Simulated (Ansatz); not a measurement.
**The polar optical mode of MgO at 50 GPa, worked through**

These are results of Ansatz, DFT PBE, scalar-relativistic, plane waves, PAW, not measurements. Cutoff 420 eV, 10×10×10 k-points (Γ-centred), fixed occupations. No spin polarisation. Phonons by linear response, acoustic sum rule imposed.

The cell, relaxed at 50 GPa:
```yaml
crystal:
  lattice:
    - [0.00000, 1.97957, 1.97957]
    - [1.97957, 0.00000, 1.97957]
    - [1.97957, 1.97957, 0.00000]
  atoms:
    - { symbol: Mg, position: [0.00000, 0.00000, 0.00000] }
    - { symbol: O, position: [0.50000, 0.50000, 0.50000] }
```

Other phases may be more stable at this pressure.

Linear response gives ν_TO = 572.9 cm⁻¹, Born charges ±1.910 e (positive on Mg) and ε∞ = 3.038. The primitive cell holds 15.515 Å³, and the masses are 24.305 and 15.999 amu.

Q: Find ν_LO and the static dielectric constant.

A: The long-wave field adds a restoring force: ω_LO² − ω_TO² = Z*²e²/(ε_vac ε∞ μV). In these units ν_LO² − ν_TO² = 4.92064×10⁷ Z*²/(μ V ε∞) cm⁻², with μ = m₁m₂/(m₁ + m₂) = 9.648 amu: 394624 cm⁻². So ν_LO = √(572.9² + 394624) = 850.2 cm⁻¹, and the run gives 850.2. Lyddane–Sachs–Teller then gives ε0 = ε∞ (ν_LO/ν_TO)² = 6.69, against 6.69 in the run (it forms both from the same three quantities, so the match checks the arithmetic only). Between ν_TO and ν_LO the dielectric function is negative and an undamped crystal reflects fully: a reststrahlen band from 11.8 to 17.5 μm.

Q: What do the Clausius–Mossotti polarisability and the Szigeti charge come to?

A: With the Lorentz local field, α = (3V/4π)(ε∞ − 1)/(ε∞ + 2) = 1.50 Å³ for the pair, and e_S = 3Z*/(ε∞ + 2) = 1.14 e. The Born charge includes the electrons' response to the dipole's own local field, and e_S takes that enhancement out. The Lorentz field assumes point-like polarisable ions, a fair picture at this small ε∞.

Q: How strongly does a slow electron couple to the LO mode?

A: For one isotropic parabolic band, Fröhlich's constant is α_F = (1/ε∞ − 1/ε0) √(m* Ry/ħω_LO), with Ry = 13.606 eV, ħω_LO = 105.4 meV and m* in free-electron masses: α_F = 0.1797 × 11.36 × √m* = 2.04 √m*. The band mass isn't part of this run; for m* = 0.1, 0.3 and 1 it gives 0.65, 1.12, 2.04. In weak coupling the polaron lies α_F ħω_LO below the band edge (118 meV at m* = 0.3) with a mass m*(1 + α_F/6); past α_F of about 5 or 6 that expansion fails. A semilocal functional's ε∞ tends to be too large, which taken alone lowers α_F.

Cost: 1 run of about 0.05 core-minutes, on AMD EPYC 9R45 (Zen 5) (shared hosts).

The macroscopic field contributes slightly more to the squared LO frequency than the entire TO restoring force does. By the same ratio, the lattice supplies just over half of the static dielectric constant. This strong polar response comes from nearly full ionic charges in a small cell, with only weak electronic screening because the filled O 2p shell is separated from the empty conduction states by a wide gap.

The Born charge close to the formal value fits a predominantly ionic Mg–O bond. The smaller Szigeti charge need not mean substantial covalency, since overlap repulsion also deforms the electron shells as the ions move and reduces the effective dipole.

For a light, s-like conduction band, the coupling estimates suggest a large, mobile electron polaron rather than a self-trapped one. That picture doesn't carry over to holes, whose degenerate, flatter O 2p bands and short-range lattice coupling lie outside the single-band Fröhlich model.
